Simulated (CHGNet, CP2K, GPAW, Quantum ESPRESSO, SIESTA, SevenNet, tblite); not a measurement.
**Forces in I4/m (COD entry) Ti5Te4, size series (72 atoms), program by program**

One geometry of I4/m (COD entry) Ti5Te4, size series (72 atoms) is solved by several programs and methods. How far do their forces lie from a plane-wave PBE run?

Results are calculated, not measured.

### 1. The cell

The cell holds 72 atoms (40 Ti and 32 Te), with edges of 10.16, 10.16 and 15.09 Å. Recipe: I4/m (COD entry) Ti5Te4 (cell 10.16, 10.16, 3.772, 90, 90, 90), 1 x 1 x 4 conventional cells; every coordinate displaced by a Gaussian of 0.05 Å. Then every atom was moved at random, 0.05 Å r.m.s. a Cartesian component. The density is 6.39 g/cm³.

### 2. The reference input

Quantum ESPRESSO 7.5: Kohn-Sham DFT, PBE, SSSP efficiency 1.3.0 pseudopotentials, plane waves. Its input, pw.in:

```
&control
  calculation = 'scf'
  pseudo_dir = './pseudo'
  outdir = './tmp'
  disk_io = 'none'
  tprnfor = .true.
  tstress = .true.
/
&system
  ibrav = 0
  nat = 72
  ntyp = 2
  ecutwfc = 45
  ecutrho = 360
  nosym = .true.
  occupations = 'smearing'
  smearing = 'fd'
  degauss = 0.003675
/
&electrons
  conv_thr = 3.6e-07
  electron_maxstep = 100
  mixing_beta = 0.2
  mixing_mode = 'local-TF'
  diagonalization = 'david'
/
ATOMIC_SPECIES
Ti 47.867 Ti.upf
Te 127.600 Te.upf
CELL_PARAMETERS angstrom
10.16400 0.00000 0.00000
0.00000 10.16400 0.00000
0.00000 0.00000 15.08800
ATOMIC_POSITIONS crystal
Ti 0.00123 0.00591 0.00158
Ti 0.50819 0.50267 0.12884
Ti 0.30899 0.62561 0.99812
Ti 0.68034 0.36348 0.99263
[... 66 atom lines left out ...]
Te 0.77656 0.56282 0.87387
Te 0.23011 0.43628 0.86965
K_POINTS gamma
```

```console
$ OMP_NUM_THREADS=1 mpirun -np 4 pw.x -in pw.in > output.txt
```

Wall time 6 min (4 MPI ranks of Arm Neoverse V1, shared host); peak memory 3.9 GiB; 24 min of CPU time.

It converged with an r.m.s. force component of 0.70 eV/Å and a pressure of 1.7 GPa.

### 3. The other programs

- CHGNet: machine-learned potential, published weights.
- CP2K 2026.2: Gaussian basis with GTH pseudopotentials and a plane-wave density; labels give functional, basis (MOLOPT sets; SR short-range, UZH the newer set with its own potentials), grid cutoff/relative cutoff and solver (OT: orbital transformation; TRS4, TC2, SIGN: linear-scaling purification with its sparsity filter), or its built-in tight binding.
- SIESTA 5.4.2: numerical atomic orbitals, whose automatically made sets are far from complete, with PseudoDojo norm-conserving potentials that we converted to its format (checked against plane waves on the same files for H, C, O, Si, Ge and Ca alone); labels give functional, basis size, energy shift and mesh cutoff.
- SevenNet: machine-learned potential, published weights.

All use the same cell and atoms, and the electronic-structure runs the same k-mesh.

### 4. All runs compared

Differences are against the reference: forces as r.m.s. over components, share as that over the reference's r.m.s. force, slope as the fitted ratio of a run's forces to the reference's.

```
                                                          run  Δ force, r.m.s. (meV/Å)  share (%)  slope  Δ pressure (GPa)  cores  CPU time  memory (GiB)
                                                    reference                        -          -      -                 -      4    24 min           3.9
                                       CHGNet 0.3.0 potential                      351       49.9  0.524             -1.45      1       4 s          0.83
                                      CHGNet r2SCAN potential                      538       76.6  0.243             -1.25      1     4.4 s          0.83
CP2K PBE, DZVP-MOLOPT-SR, 400/50 Ry, diagonalisation (coarse)                     28.6       4.06  1.013              1.01      4    14 min           4.9
         CP2K PBE, DZVP-MOLOPT-SR, 800/50 Ry, diagonalisation                     24.9       3.54  1.015              1.02      4    16 min           9.7
 CP2K PBE, SZV-MOLOPT-SR, 800/50 Ry, diagonalisation (coarse)                      415       59.0  1.054              5.17      2   8.8 min           6.9
                  SIESTA PBE, DZP, shift 0.01 Ry, mesh 200 Ry                     97.1       13.8  1.060            -0.291      2   5.8 min           1.2
                  SIESTA PBE, DZP, shift 0.01 Ry, mesh 500 Ry                     97.3       13.8  1.061            -0.382      2    17 min           3.0
                                      SevenNet l3i5 potential                      199       28.3  0.769            -0.478      1      11 s          0.99
```

Rows marked coarse were listed beforehand as settings not expected to be converged; some can still land near the reference.

Times of the machine-learned potentials are mostly Python's start and the loading of weights.

Runs without a result: GPAW PBE, LCAO dzp, h 0.2 Å (cut off at its time limit); tblite GFN1-xTB (not converged); SIESTA PBE, SZ, shift 0.01 Ry, mesh 500 Ry (cut off at its time limit); GPAW PBE, LCAO sz(dzp), h 0.2 Å (cut off at its time limit); GPAW PBE, LCAO dzp, h 0.16 Å (cut off at its time limit).

At other geometries of this session 4 more runs gave no result.

CPU time is summed over cores on shared hosts, so it is rough.

### 5. What came out

Forces lie from 3.5 % (CP2K PBE, DZVP-MOLOPT-SR, 800/50 Ry, diagonalisation) to 77 % (CHGNet r2SCAN potential) of the reference's r.m.s. force of 0.70 eV/Å away from it. The PBE runs in local orbitals, coarse settings apart, differ by 3.5 % (CP2K PBE, DZVP-MOLOPT-SR, 800/50 Ry, diagonalisation) to 14 % (SIESTA PBE, DZP, shift 0.01 Ry, mesh 500 Ry); basis, grid and potentials can all enter. Machine-learned potentials differ by 28 % (SevenNet l3i5 potential) to 77 % (CHGNet r2SCAN potential); they were trained on other programs' data, some at another functional. Among those trained on PBE data the slope goes as low as 0.52, which softening far from their training structures can give, though the reference's k-sampling is untested too. Runs with settings chosen to be coarse differ by 4.1 % (CP2K PBE, DZVP-MOLOPT-SR, 400/50 Ry, diagonalisation) to 59 % (CP2K PBE, SZV-MOLOPT-SR, 800/50 Ry, diagonalisation), their programs' other errors included.

From CP2K PBE, DZVP-MOLOPT-SR, 400/50 Ry, diagonalisation to the finer CP2K PBE, DZVP-MOLOPT-SR, 800/50 Ry, diagonalisation the share falls from 4.1 to 3.5 %. From SIESTA PBE, DZP, shift 0.01 Ry, mesh 200 Ry to the finer SIESTA PBE, DZP, shift 0.01 Ry, mesh 500 Ry the share goes from 13.8 to 13.8 %, so the grid isn't what parts these runs from the reference. Pressures at PBE, coarse settings apart, lie -0.38 to +1.02 GPa from the reference's.

**Limits.** The potentials hold different valence shells: 672 electrons in the reference, 992 in SIESTA; this bears on time and differences. The reference's pressure holds the uncorrected Pulay stress of its 45 Ry basis, so small pressure differences may be the reference's own error. Machine-learned potentials mimic data converged in k, so the reference's own k-point error enters their differences. The runs have no spin polarisation, so moments on Ti can't form, and no Hubbard term. The electronic-structure runs sample only Γ, in a cell whose shortest periodic width is 10 Å, which is coarse for a cell with partly filled levels. Spin–orbit coupling is left out, which matters for the levels of the heavy elements. The reference's pressure of 1.7 GPa reflects the volume that the recipe set, positions that aren't this level's minimum and the coarse k-sampling. CP2K warns in some runs that its smearing reaches the highest orbitals computed, so too few empty orbitals were added. Where levels are smeared, the DFT runs use Fermi–Dirac occupations at 580 K (0.05 eV), and energies are free energies. The atoms were displaced at random, and shares hang on the size of the forces that this gives. The reference's cutoffs and mesh weren't converged further here.

[Logs are printed without paths, hosts, clocks, repeated set-up lines and the standing remarks that a program may print on its own settings, such as how far it seeks lower states.]

[Hosts, paths, dates, database ids (printed as entryN), source tags and the programs' standing remarks are cut or masked in the printed files.]

[Cells were taken only where this reference lay near another plane-wave run.]
